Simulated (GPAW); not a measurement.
Input of a GPAW 26.7.0 run:

Contents of run.py:

```python
from ase import Atoms
from ase.calculators.mixing import SumCalculator
from ase.eos import EquationOfState
from ase.io import Trajectory
from ase.units import GPa
from dftd3.ase import DFTD3
from gpaw import GPAW, PW, setup_paths

setup_paths.insert(0, '.')

atoms = Atoms(['As', 'B'],
              cell=[[0.0, 2.3885, 2.3885],
                    [2.3885, 0.0, 2.3885],
                    [2.3885, 2.3885, 0.0]],
              scaled_positions=[[0.75, 0.75, 0.75],
                                [0.0, 0.0, 0.0]],
              pbc=True)

traj = Trajectory('eos.traj', 'w')
volumes, energies = [], []
for x in [0.94, 0.96, 0.98, 1.0, 1.02, 1.04, 1.06]:
    a = atoms.copy()
    a.set_cell(atoms.cell * x**(1 / 3), scale_atoms=True)
    calc = GPAW(mode=PW(800),
                xc='BLYP',
                kpts={'size': (8, 8, 8), 'gamma': True},
                occupations={'name': 'fermi-dirac', 'width': 0.05},
                nbands=11,
                convergence={'density': 1e-05, 'energy': 1e-05},
                eigensolver='davidson',
                maxiter=150,
                txt=f'eos-{x:.2f}.txt')
    a.calc = SumCalculator([calc, DFTD3(method='blyp', damping='d3zero')])
    energies.append(a.get_potential_energy())
    volumes.append(a.get_volume())
    p = -a.get_stress()[:3].mean() / GPa
    calc.write(f'eos-{x:.2f}.gpw')
    traj.write(a)
    print(f'{x:.2f} {volumes[-1]:10.4f} A^3 {energies[-1]:14.6f} eV {p:9.3f} GPa', flush=True)

v0, e0, B = EquationOfState(volumes, energies, eos='birchmurnaghan').fit()
print(f'V0 = {v0:.4f} A^3, E0 = {e0:.6f} eV, B0 = {B / GPa:.2f} GPa')
```

Potentials or basis: PAW data sets generated in the run's folder for this functional, pw.

Run with:

```console
$ gpaw-setup -f BLYP As B
$ OMP_NUM_THREADS=1 python run.py
```

Question: Estimate the equilibrium volume.

Answer: 14.06 Å³/atom.

Question: Estimate the pressure derivative of the bulk modulus.

Answer: 4.5.

Question: Predict the bulk modulus.

Answer: 123 GPa.

Energy against volume, from the lowest point:
```
volume (Å³/atom)  energy (meV/atom)
          12.809              50.45
          13.081              29.61
          13.354              14.70
          13.626               5.16
          13.899               0.41
          14.171               0.00
          14.444               3.46
```

**Measured values to compare with.**

“Basic Physical Properties of Cubic Boron Arsenide”, 2019, arxiv:1911.11281 quotes, for a bulk crystal of BAs: bulk modulus 148 GPa.

Measured bulk modulus of BAs: 148 GPa (quoted in “Basic Physical Properties of Cubic Boron Arsenide”, 2019, arxiv:1911.11281). This calculation gives 123 GPa (-16.9 %). The fit is for a static lattice scaled at fixed shape and fixed fractional positions.
